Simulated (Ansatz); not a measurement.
**SnTe under changes of volume**

One of the cells (47.091 Å³/atom); the others are scaled copies at fixed shape and fractional positions:

```
Te Sn
1.0
     0.00000    3.61115    3.61115
     3.61115    0.00000    3.61115
     3.61115    3.61115    0.00000
Te Sn
1 1
Direct
  0.25000 0.25000 0.25000
  0.00000 0.00000 0.00000
```

Measurements of this composition are mostly on another form, of space group No. 225.

| Property | Result |
| --- | --- |
| Program | Ansatz 0.2.0 |
| Functional | LDA |
| Potentials or basis | Ansatz PAW |
| Cutoff | 420 eV (not typed: the program's choice for these potentials) |
| k mesh | 7 × 7 × 7 |
| Occupations | fermi-dirac, width 0.05 eV |
| Spin | no spin polarisation |

| volume (Å³/atom) | energy over the lowest point (meV/atom) | pressure (GPa) |
| --- | --- | --- |
| 44.265 | 0.00 | -0.8 |
| 45.207 | 6.05 | -1.3 |
| 46.149 | 14.99 | -1.8 |
| 47.091 | ? | ? |
| 48.033 | 40.50 | -2.6 |
| 48.974 | 56.59 | -2.9 |
| 49.916 | 74.60 | -3.2 |

Problem. What does the run at 47.091 Å³/atom give?

Solution. Energy over the lowest point 26.55 meV/atom; pressure -2.2 GPa.

Worked out: A Birch-Murnaghan fit of order 3 (a polynomial in V^(-2/3)) to the other rows has its minimum at 43.03 Å³/atom, just outside them, with B0 = V·E''(V) = 28 GPa and B' = 3.7. It gives 26.56 meV/atom at 47.091 Å³/atom, against the run's 26.55, and -dE/dV = -2.2 GPa, against -2.2.

Energies are extrapolated to zero smearing.

Caveats: the PAW data sets come from PBE, with cores solved anew for the run's functional, which leaves a small shift of forces and pressure.
